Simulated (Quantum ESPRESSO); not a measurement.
Au, 5 atoms in the cell. The cell holds a slab with vacuum, 5 atoms: a = 2.823 Å, b = 2.920 Å, c = 24.786 Å, α = 90.00°, β = 90.00°, γ = 118.91°. 

```yaml
Program: Quantum ESPRESSO 7.5
Task: work function
Functional: PBE
Potentials_or_basis: PseudoDojo 0.4.1 SR PBE standard
Cutoff: 1034 eV
Density_cutoff: 4136 eV
k_mesh: 11 × 11 × 1
Occupations: fermi-dirac, width 0.05 eV
Spin: no spin polarisation
Boundary_across_the_vacuum: none
Mixing_mode: local-TF
Mixing_beta: 0.3
Most_SCF_iterations: 150
SCF_threshold: 5e-09 Ry
```

Potentials or basis: PseudoDojo 0.4.1 SR PBE standard.

Command:

```bash
$ OMP_NUM_THREADS=1 mpirun -n 2 pw.x -nk 2 -in pw.in > pw.out
$ OMP_NUM_THREADS=1 mpirun -n 1 pp.x -in pp_density.in > pp_density.out
$ OMP_NUM_THREADS=1 mpirun -n 1 pp.x -in pp_potential.in > pp_potential.out
$ OMP_NUM_THREADS=1 mpirun -n 1 pp.x -in pp_elf.in > pp_elf.out
```

Hardware: 2 MPI ranks on Arm Neoverse V1, with other jobs on the host.

Task: How long does it take, and how much memory?

Result: It took 7.3 min on 2 MPI ranks on Arm Neoverse V1, on a shared host, peak memory 0.86 GiB a rank. Counts: scf iterations 14, k pools 2, bands 61, k points 36, g dense 108063.
